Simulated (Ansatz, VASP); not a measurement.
KCl: VASP beside Ansatz

The input INCAR:

```
SYSTEM = KCl
PREC = Accurate ; ENCUT = 520
EDIFF = 1E-7 ; ISMEAR = -1
SIGMA = 0.02 ; LREAL = .False.
LASPH = .True. ; NELM = 60
ALGO = Normal ; ISIF = 2
LWAVE = .False. ; LCHARG = .False.
GGA = PS ; NBANDS = 15
```

The input KPOINTS:

```
Automatic mesh
0
Gamma
  7 7 7
  0 0 0
```

POSCAR

```
KCl
1.0
    3.6818212735      0.0000000000      0.0000000000
    0.0000000000      3.6818212735      0.0000000000
    0.0000000000      0.0000000000      3.6818212735
K Cl
1 1
Direct
    0.0000000000      0.0000000000      0.0000000000
    0.5000000000      0.5000000000      0.5000000000
```

Input for Ansatz:

```yaml
crystal:
  lattice:
    - [3.6818212735, 0.0, 0.0]
    - [0.0, 3.6818212735, 0.0]
    - [0.0, 0.0, 3.6818212735]
  atoms:
    - { symbol: K, position: [0.0, 0.0, 0.0] }
    - { symbol: Cl, position: [0.5, 0.5, 0.5] }
kpoints:
  mp_grid: { grid: [7, 7, 7] }
  band_path:
    path:
      - [0.0, 0.0, 0.0]
      - [0.0, 0.5, 0.0]
      - [0.5, 0.5, 0.0]
      - [0.0, 0.0, 0.0]
      - [0.5, 0.5, 0.5]
      - [0.0, 0.5, 0.0]
      - [0.5, 0.5, 0.5]
      - [0.5, 0.5, 0.0]
    npoints: 5
scf:
  occupations: { method: fermi_dirac, width: 0.02 }
hamiltonian:
  xc: pbesol
  pseudopotentials: { kind: all_electron, lapw: { basis_error: 0.0005 } }
output:
  forces: true
  stress: true
  eigenvalues: true
```

Change from the starting cell: volume scaled by 1.04.

Alike in both runs: task single point; functional PBEsol; k mesh 7 × 7 × 7; occupations fermi-dirac, width 0.02 eV; no spin polarisation.

|  | VASP | Ansatz |
| --- | --- | --- |
| version | VASP 6.6.1 | Ansatz 0.2.0 |
| potentials or method | VASP PAW PBE potentials, release 64 (K_sv, Cl) | all-electron LAPW, scalar-relativistic |
| plane-wave cutoff (eV) | 520 | see its input |

Ansatz gave:

* gap on the k mesh at the Fermi level (eV): 5.20
* pressure (GPa): 1.1

Q: What did VASP give for the same quantities?

A: gap on the k mesh at the Fermi level (eV): 5.20; pressure (GPa): 1.2.

Ansatz ran all-electron here, so the differences hold the error of VASP's frozen core and of both bases.

Caveats: the PAW data sets were made with another functional, which shifts forces and pressure a little (VASP); an odd mesh through Γ misses points on the zone boundary, where band edges often lie.
